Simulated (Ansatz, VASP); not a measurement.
**GaP in VASP and in Ansatz**

```
Ga P
1.0
     0.00000    2.70696    2.70696
     2.70696    0.00000    2.70696
     2.70696    2.70696    0.00000
Ga P
1 1
Direct
  0.00000 0.00000 0.00000
  0.75000 0.75000 0.75000
```

Alike in both runs: task single point; functional PBE; dispersion D4; k mesh 8 × 8 × 8; occupations fermi-dirac, width 0.05 eV; no spin polarisation.

```csv
,VASP,Ansatz
version,VASP 6.6.1,Ansatz 0.2.0
potentials or method,"VASP PAW PBE potentials, release 64 (Ga_d, P)",Ansatz PAW
plane-wave cutoff (eV),520,420
valence electrons in the cell,18,18
```

Ansatz gave:

* gap on the k mesh at the Fermi level (eV): 1.61
* least direct gap on the mesh (eV): 2.00
* pressure (GPa): 0.9
* dispersion energy (meV/atom): -421.8

Which values does VASP return?

gap on the k mesh at the Fermi level (eV): 1.61; least direct gap on the mesh (eV): 1.99; pressure (GPa): 0.8; dispersion energy (meV/atom): -421.6.

A k mesh can miss the band edges. PBE gaps usually lie below the measured ones, often by a third to a half.
